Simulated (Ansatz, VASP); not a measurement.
# Sb in VASP and in Ansatz

```xyz
2
Lattice="3.1836 0.0000 0.0000 0.0000 4.4328 0.0000 -0.0397 0.0000 4.4923" Properties=species:S:1:pos:R:3 pbc="T T T"
Sb    0.0267    1.1082    1.0834
Sb    3.1173    3.3246    3.4089
```

Change from the starting cell: volume scaled by 1.06.

Alike in both runs: task single point; functional LDA; k mesh 9 × 6 × 6; occupations fermi-dirac, width 0.05 eV; no spin polarisation.

|  | VASP | Ansatz |
| --- | --- | --- |
| version | VASP 6.6.1 | Ansatz 0.2.0 |
| potentials or method | VASP PAW LDA potentials, release 64 (Sb), cutoff 520 eV | all-electron LAPW, scalar-relativistic |

|  | VASP | Ansatz | Ansatz less VASP |
| --- | --- | --- | --- |
| gap on the k mesh at the Fermi level (eV) | none | none | - |
| pressure (GPa) | -5.7 | -5.7 | -0.06 |
| largest component of the traceless stress (GPa) | 0.48 | 0.49 | +0.009 |
| rms of the force components (eV/Å) | 0.039 | 0.044 | +0.0046 |

Atom by atom the forces differ by 0.006 eV/Å (rms over components). A gap of «none» marks a metal or a gap that the smearing closes. Ansatz ran all-electron here, so the differences hold the error of VASP's frozen core and of both bases.

The runs have no spin-orbit coupling, so splittings on Sb are missing.
